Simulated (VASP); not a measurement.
# A VASP 6.6.1 single-point calculation on LiH

INCAR

```
PREC = Accurate
LCHARG = .FALSE.
LASPH = .TRUE.
NELECT = 3.9
ISIF = 2
GGA = PE
NSW = 0
LREAL = .FALSE.
ENCUT = 520
NELM = 68
ISMEAR = -1
NBANDS = 9
EDIFF = 1E-7
LWAVE = .FALSE.
SIGMA = 0.02
IBRION = -1
```

KPOINTS

```
KPOINTS created by Atomic Simulation Environment
0
Gamma
10 10 10
0 0 0
```

POSCAR

```
Li H
 1.0000000000000000
     0.0000000000000000    2.1451220099000001    2.1781568887999998
     2.1451220099000001    0.0000000000000000    2.1781568887999998
     2.1451220099000001    2.1451220099000001    0.0000000000000000
 Li  H
   1   1
Cartesian
  0.0000000000000000  0.0000000000000000  0.0000000000000000
  1.0725610049500001  1.0725610049500001  1.0890784443999999
```

The recommended PBE PAW datasets give the neutral cell 4 valence electrons.

Command

```
mpirun -np 1 vasp_std
```

OSZICAR

```
N       E                     dE             d eps       ncg     rms          rms(c)
DAV:   1    -0.880867594183E+00   -0.88087E+00   -0.87491E+02  1836   0.270E+02
DAV:   2    -0.596695751785E+01   -0.50861E+01   -0.50289E+01  2534   0.558E+01
DAV:   3    -0.605932915941E+01   -0.92372E-01   -0.92192E-01  2308   0.640E+00
DAV:   4    -0.605981253333E+01   -0.48337E-03   -0.48329E-03  2520   0.450E-01
DAV:   5    -0.605981561444E+01   -0.30811E-05   -0.30812E-05  2237   0.274E-02    0.287E+00
DAV:   6    -0.590368428006E+01    0.15613E+00   -0.13510E-01  1973   0.113E+00    0.147E+00
DAV:   7    -0.584389610827E+01    0.59788E-01   -0.24254E-01  2052   0.155E+00    0.275E-01
DAV:   8    -0.584867489204E+01   -0.47788E-02   -0.14321E-02  2055   0.494E-01    0.172E-01
DAV:   9    -0.584790058979E+01    0.77430E-03   -0.20098E-03  2208   0.158E-01    0.127E-02
DAV:  10    -0.584790569891E+01   -0.51091E-05   -0.78595E-05  2194   0.576E-02    0.656E-03
DAV:  11    -0.584790472015E+01    0.97876E-06   -0.41306E-06  2359   0.835E-03    0.819E-04
DAV:  12    -0.584790445588E+01    0.26427E-06   -0.17226E-07  2122   0.213E-03    0.745E-04
DAV:  13    -0.584790449819E+01   -0.42309E-07   -0.13879E-08  1076   0.734E-04
   1 F= -.58479045E+01 E0= -.58470623E+01  d E =-.168430E-02
```

From OUTCAR

```
k-points           NKPTS =    102   k-points in BZ     NKDIM =    102   number of bands    NBANDS=      9

   NELECT =       3.9000    total number of electrons

   dimension x,y,z NGX =    24 NGY =   24 NGZ =   24
   dimension x,y,z NGXF=    48 NGYF=   48 NGZF=   48

  energy-cutoff  :      520.00
  volume of cell :       20.05
      direct lattice vectors                 reciprocal lattice vectors
     0.000000000  2.145122010  2.178156889    -0.233086975  0.233086975  0.229551876
     2.145122010  0.000000000  2.178156889     0.233086975 -0.233086975  0.229551876
     2.145122010  2.145122010  0.000000000     0.233086975  0.233086975 -0.229551876

 k-points in reciprocal lattice and weights: KPOINTS created by Atomic Simulation Env
   0.00000000  0.00000000  0.00000000       0.001
   0.10000000 -0.00000000  0.00000000       0.008
   0.20000000 -0.00000000  0.00000000       0.008
   0.30000000  0.00000000  0.00000000       0.008
   0.40000000  0.00000000  0.00000000       0.008
   0.50000000 -0.00000000  0.00000000       0.004
   0.10000000  0.10000000  0.00000000       0.002
   0.20000000  0.10000000  0.00000000       0.008
   ...

 E-fermi :  -1.9101

 k-point     1 :       0.0000    0.0000    0.0000
  band No.  band energies     occupation
      1     -45.0112      2.00000
      2      -5.3277      2.00000
      3      11.2112      0.00000
      4      15.5083      0.00000
      5      15.5348      0.00000
      6      15.5348      0.00000
      7      18.0618      0.00000
      8      18.0632      0.00000
      9      18.0633      0.00000

 k-point     2 :       0.1000   -0.0000    0.0000
  band No.  band energies     occupation
      1     -45.0092      2.00000
      2      -5.1737      2.00000
      3      10.3178      0.00000
      4      14.2631      0.00000
      5      14.9455      0.00000
      6      15.0067      0.00000
      7      18.8596      0.00000
      8      18.8603      0.00000
      9      20.6116      0.00000

 k-point     3 :       0.2000   -0.0000    0.0000
  band No.  band energies     occupation
      1     -45.0039      2.00000
      2      -4.7208      2.00000
      3       7.9463      0.00000
      4      13.9056      0.00000
      5      14.1408      0.00000
      6      14.2583      0.00000
      7      19.4139      0.00000
      8      19.6548      0.00000
      9      21.4459      0.00000

 k-point     4 :       0.3000    0.0000    0.0000
  band No.  band energies     occupation
      1     -44.9973      2.00000
      2      -4.0114      2.00000
      3       5.4278      0.00000
      4      13.5442      0.00000
      5      13.7552      0.00000
      6      14.1061      0.00000
      7      18.3985      0.00000
      8      18.7580      0.00000
      9      20.7304      0.00000

 k-point     5 :       0.4000    0.0000    0.0000
  band No.  band energies     occupation
      1     -44.9920      2.00000
      2      -3.2031      2.00000
      3       3.4505      0.00000
      4      13.2505      0.00000
      5      13.5174      0.00000
      6      14.2401      0.00000
      7      17.4544      0.00000
      8      17.7788      0.00000
      9      20.7180      0.00000

 ...

  Total       -0.3701729     -0.3701729     -0.3207876      0.0000000     -0.0000000      0.0000000
  in kB      -29.5863964    -29.5863964    -25.6392294      0.0000000     -0.0000000      0.0000000
  external PRESSURE =     -28.2706741 kB  Pullay stress =       0.0000000 kB

 POSITION                                       TOTAL-FORCE (eV/Angst)
 -----------------------------------------------------------------------------------
      0.00000      0.00000      0.00000         0.000000      0.000000      0.000000
      1.07256      1.07256      1.08908        -0.000000     -0.000000      0.000000
 -----------------------------------------------------------------------------------
    total drift:                                0.000000      0.000000      0.000000

  FREE ENERGIE OF THE ION-ELECTRON SYSTEM (eV)
  ---------------------------------------------------
  free  energy   TOTEN  =        -5.8479044982 eV

  energy  without entropy=       -5.8462202001  energy(sigma->0) =       -5.84706235
```

It converged. Results: pressure -2.8 GPa.

The cell is charged and sits in a uniform background.

For comparison, a separate PBE run of the intended cell, on usual settings and not on those above, gives a gap of 4.19 eV on its mesh and a pressure of -0.6 GPa.

The run above took about 15 s on one core of a shared host (Intel Xeon Platinum 8488C) and held 0.14 GiB at most.
